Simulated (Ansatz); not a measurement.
# Cu2O: the cost of one run

Program: Ansatz 0.2.0. PAW datasets, plane waves. Spin-unpolarised throughout; all numbers are computed.

## (1) The cell

The unstrained cell was relaxed with r2SCAN; in each strained cell the atoms were relaxed again with r2SCAN. Names of k-points are those of the unstrained zone, where strain can split equivalent points. First state: no strain.

The symmetry is Pn-3m (No. 224, cubic); conventional cell a = 4.246 Å, 12.76 Å³ an atom. Cu has 2 O at 1.84 Å; O has 4 Cu at 1.84 Å.

The structure in full:

```cif
data_structure
_symmetry_space_group_name_H-M 'Pn-3m:1'
_symmetry_Int_Tables_number 224
_cell_length_a 4.2461
_cell_length_b 4.2461
_cell_length_c 4.2461
_cell_angle_alpha 90.000
_cell_angle_beta 90.000
_cell_angle_gamma 90.000
_cell_volume 76.55
loop_
_atom_site_label
_atom_site_type_symbol
_atom_site_symmetry_multiplicity
_atom_site_Wyckoff_symbol
_atom_site_fract_x
_atom_site_fract_y
_atom_site_fract_z
_atom_site_occupancy
Cu1 Cu 4 c 0.25000 0.25000 0.75000 1
O1 O 2 a 0.50000 0.50000 0.50000 1
```

## (2) No strain: PBE

input.yaml reads:

```yaml
crystal:
  lattice:
    - [4.2460802982, 0.0, 0.0]
    - [0.0, 4.2460802982, 0.0]
    - [0.0, 0.0, 4.2460802982]
  atoms:
    - { symbol: Cu, position: [0.25, 0.25, 0.75] }
    - { symbol: Cu, position: [0.75, 0.25, 0.25] }
    - { symbol: Cu, position: [0.25, 0.75, 0.25] }
    - { symbol: Cu, position: [0.75, 0.75, 0.75] }
    - { symbol: O, position: [0.5, 0.5, 0.5] }
    - { symbol: O, position: [0.0, 0.0, 0.0] }
kpoints:
  mp_grid: { grid: [6, 6, 6] }
  band_path:
    path: [[0.0, 0.0, 0.0], [0.0, 0.5, 0.0], [0.5, 0.5, 0.0], [0.5, 0.5, 0.5]]
    npoints: 1
hamiltonian:
  xc: pbe
scf:
  occupations: { method: fermi_dirac, width: 0.02 }
  n_extra_bands: 5
output:
  forces: true
  stress: true
  eigenvalues: true
  write_density: true
  write_potential: true
  elf: true
  volumetric_format: npy
```

Started as:

```
$ ansatz run input.yaml --threads 2 --pin off --max-ram 29491MiB --backend cpu --events-out ev --progress --plain --runs-dir out
```

**Question.** How long does this run take on 2 threads of AMD EPYC 7R13 (Zen 3), shared host, and how much memory does it need?

About 2.4 s, with a peak of 0.52 GiB.
